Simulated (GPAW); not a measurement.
The system is Ti2Co.

```
CELL_PARAMETERS angstrom
0.00000 3.36500 3.36500
3.36500 0.00000 3.36500
3.36500 3.36500 0.00000
ATOMIC_POSITIONS crystal
Co 0.75000 0.75000 0.75000
Co 0.50000 0.50000 0.50000
Ti 0.12500 0.62500 0.12500
Ti 0.12500 0.12500 0.62500
Ti 0.62500 0.12500 0.12500
Ti 0.12500 0.12500 0.12500
```

Base run:

```yaml
Program: GPAW 26.7.0
Functional: PBEsol
Potentials_or_basis: PAW data sets generated in the run's folder for this functional
Cutoff: 600 eV
Basis: pw
k_mesh: 5 × 5 × 5
Occupations: fermi-dirac, width 0.05 eV
Spin: collinear spin, ferromagnetic start
Starting_moments: "[2.0, 2.0, 1.0, 1.0, 1.0, 1.0] μB"
Hubbard_terms: Co d U = 2 eV
```

Its results: pressure 20.3 GPa; net moment 2.47 μB per cell; site moments Co +1.57; Ti -0.05 μB.

Q: The run is repeated on the same cell with these changes: hubbard terms from Co d U = 2 eV to Co d U = 3 eV. What comes out?

A: Pressure 22.9 GPa; net moment 2.87 μB per cell; site moments Co +1.85; Ti -0.07 μB.

Caveats: the U is typed as a test and isn't derived for this compound.

Not every run made on this cell is shown here.
